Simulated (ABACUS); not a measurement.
# PbS (Galena) in ABACUS: the effect of exact exchange share

The system is PbS (Galena).

```
CELL_PARAMETERS angstrom
0.00000 2.96575 2.96575
2.96575 0.00000 2.96575
2.96575 2.96575 0.00000
ATOMIC_POSITIONS crystal
Pb 0.00000 0.00000 0.00000
S 0.50000 0.50000 0.50000
```

Alike in all runs:

```yaml
Program: ABACUS 3.10.1
Task: single point
Potentials_or_basis: SG15 ONCV 1.2 PBE
Cutoff: 1361 eV
Density_cutoff: 5442 eV
Basis: DZP LCAO (the cutoffs set its grid)
k_mesh: 4 × 4 × 4
Occupations: fermi-dirac, width 0.05 eV
Spin: no spin polarisation
```

```tsv
exact exchange share	functional	gap on the mesh (eV)
0	PBE	0.54
0.1	PBE0-type (share 0.1)	0.93
0.25	PBE0-type (share 0.25)	?
0.4	PBE0-type (share 0.4)	2.17
```

What does the run with exact exchange share 0.25 give?

gap on the mesh 1.54 eV.

Worked out: A straight line through the other rows of the gap on the mesh, of slope 4.09 eV per unit of exact exchange share, gives 1.55 eV, against the run's 1.54.

Caveats: all runs use coarse meshes; the atomic orbitals were generated for these runs and aren't a published set; spin-orbit coupling is left out, which as a rule narrows the gap of such compounds by several tenths of an eV; the basis of atomic orbitals isn't converged, which shifts pressures, moduli and gaps; gaps of hybrids in this basis differ from plane-wave ones by up to 0.1 eV (some runs).

A k mesh can miss the band edges.
